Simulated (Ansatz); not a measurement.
## Structure types of C compared at 21 GPa

Structure types of C are relaxed in primitive cells with their symmetry kept at 21 GPa, on PAW files; LAPW relaxes the small cells further and takes the PAW cell for the others (marked *). The enthalpy is E + pV at zero temperature, without zero-point motion. Only the types listed were tried, and differences under about 5 meV/atom are mesh noise. The real phase may be another.

Computed with Ansatz 0.2.0; functional PBE, scalar-relativistic. Settings: Fermi–Dirac smearing of 0.1 eV, no spin polarisation. Methods: LAPW: all electrons, basis error target 0.5 meV/atom; PAW: frozen-core files, cutoff 420 eV.

k meshes: fcc 23×23×23, bcc 24×24×24, hcp 22×22×12, omega 11×11×16, graphite 15×15×5, beta tin 22×22×22.

Question: Which type is lowest in enthalpy, and by how much?

Answer: diamond, 194 meV/atom below graphite. The whole table:

| start type | ends as | a, b, c (Å) | V (Å³/atom) | H − H(lowest), LAPW (meV/atom) | same, PAW |
| --- | --- | --- | --- | --- | --- |
| fcc | fcc, Fm-3m | 2.967, 2.967, 2.967 | 6.53 | 4615.2 | 4612.8 |
| bcc | bcc, Im-3m | 2.301, 2.301, 2.301 | 6.09 | 4334.6 | 4331.7 |
| hcp | distorted hcp, P6_3/mmc | 2.434, 2.434, 2.210 | 5.67 | 3173.6 | 3171.9 |
| omega | distorted omega, P6/mmm | 5.003, 5.003, 1.266 | 9.15 | 1524.1 | 1526.7 |
| graphite* | graphite, P6_3/mmc | 2.431, 2.431, 5.636 | 7.21 | 194.1 | 194.5 |
| beta tin | diamond, Fd-3m | 3.519, 3.519, 3.519 | 5.45 | 0.0 | 0.0 |
